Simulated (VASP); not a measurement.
Here is a VASP 6.6.1 calculation.

File INCAR:

```
SYSTEM = CdTe
  ALGO = Normal
  EDIFF = 1E-6
  ENCUT = 500
  GGA = CA
  GGA_COMPAT = .FALSE.
  ISIF = 2
  ISMEAR = 0
  LASPH = .TRUE.
  LCHARG = .TRUE.
  LELF = .TRUE.
  LREAL = .FALSE.
  LVHAR = .TRUE.
  LWAVE = .FALSE.
  NBANDS = 16
  NELM = 120
  PREC = Accurate
  SIGMA = 0.1
```

The input KPOINTS:

```
k-points
0
G
  6 6 6
  0 0 0
```

Contents of POSCAR:

```
CdTe
1.0
    0.0000000000      3.2050000000      3.2050000000
    3.2050000000      0.0000000000      3.2050000000
    3.2050000000      3.2050000000      0.0000000000
Cd Te
1 1
Direct
    0.0000000000      0.0000000000      0.0000000000
    0.2500000000      0.2500000000      0.2500000000
```

Potentials or basis: VASP PAW LDA potentials, release 64 (Cd, Te).

Run with:

```bash
$ cat potpaw_LDA.64/Cd/POTCAR potpaw_LDA.64/Te/POTCAR > POTCAR
$ mpirun -np 1 vasp_std > vasp.out
```

**Question.** Predict the pressure.

**Answer.** 0.3 GPa.

**Question.** What does it give for the band gap on the k mesh?

**Answer.** 0.65 eV.

Caveat: spin-orbit coupling is left out, which moves the levels of the heavy elements.

**What was measured.**

From a printed reference work, data compilation, for a bulk crystal of CdTe at 0 K: band gap 1.607 eV.

Measured gap of CdTe: 1.607 eV (0 K; a printed reference work, data compilation). This calculation gives 0.65 eV (-0.96 eV). Spin-orbit coupling on Cd, Te is left out. The value is that of LDA, without temperature or zero-point motion. Semilocal functionals fall short of measured gaps as a rule.
